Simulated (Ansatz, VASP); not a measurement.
# One calculation of CsPbCl3, two programs

File INCAR:

```
PREC = Accurate
ENCUT = 520
EDIFF = 1E-7
ISMEAR = -1
SIGMA = 0.05
LREAL = F
LASPH = T
NELM = 80
ALGO = Normal
ISIF = 2
LWAVE = F
LCHARG = F
GGA = PS
NBANDS = 30
KPAR = 2
```

Contents of KPOINTS:

```
regular mesh
0
Gamma
  5 5 5
```

POSCAR

```
CsPbCl3
1.0
    5.6050000000      0.0000000000      0.0000000000
    0.0000000000      5.6050000000      0.0000000000
    0.0000000000      0.0000000000      5.6050000000
Pb Cs Cl
1 1 3
Direct
    0.4937920000      0.4986730000      0.5000720000
   -0.0069170000      0.0008100000      0.0009270000
    0.4971890000      0.0032210000      0.5056030000
   -0.0031200000      0.5006000000      0.5007600000
    0.5014110000      0.5033340000      0.0026590000
```

The input input.yaml:

```yaml
crystal:
  lattice:
    - [5.605, 0.0, 0.0]
    - [0.0, 5.605, 0.0]
    - [0.0, 0.0, 5.605]
  atoms:
    - { symbol: Pb, position: [0.493792, 0.498673, 0.500072] }
    - { symbol: Cs, position: [-0.006917, 0.00081, 0.000927] }
    - { symbol: Cl, position: [0.497189, 0.003221, 0.505603] }
    - { symbol: Cl, position: [-0.00312, 0.5006, 0.50076] }
    - { symbol: Cl, position: [0.501411, 0.503334, 0.002659] }
hamiltonian:
  xc: pbesol
  pseudopotentials: { kind: paw }
kpoints:
  mp_grid: { grid: [5, 5, 5] }
scf:
  occupations: { method: fermi_dirac, width: 0.05 }
output:
  forces: true
  stress: true
  eigenvalues: true
  write_density: true
  write_potential: true
  elf: true
  volumetric_format: npy
```

Change from the starting cell: atoms moved at random, drawn with an rms of 0.05 Å.

Alike in both runs: task single point; functional PBEsol; k mesh 5 × 5 × 5; occupations fermi-dirac, width 0.05 eV; no spin polarisation.

```csv
,VASP,Ansatz
version,VASP 6.6.1,Ansatz 0.2.0
potentials or method,"VASP PAW PBE potentials, release 64 (Pb_d, Cs_sv, Cl)",Ansatz PAW
plane-wave cutoff (eV),520,420
valence electrons in the cell,44,44
```

VASP gave:

* gap on the k mesh at the Fermi level (eV): 2.84
* least direct gap on the mesh (eV): 2.84
* pressure (GPa): 0.1
* rms of the force components (eV/Å): 0.029

**Question.** What did Ansatz give for the same quantities?

**Answer.** gap on the k mesh at the Fermi level (eV): 2.83; least direct gap on the mesh (eV): 2.83; pressure (GPa): 0.2; rms of the force components (eV/Å): 0.029.

Atom by atom the forces differ by 0.000 eV/Å (rms over components).

Caveats: spin-orbit coupling is left out, which as a rule narrows the gap of such compounds by several tenths of an eV; the PAW data sets were made with another functional, which shifts forces and pressure a little (VASP); an odd mesh through Γ misses points on the zone boundary, where band edges often lie (VASP); odd divisions of the mesh miss points on the zone boundary, where band edges often lie, so the gap on the mesh can be too wide (Ansatz); the PAW data sets come from PBE, with cores solved anew for the run's functional, which leaves a small shift of forces and pressure (Ansatz).
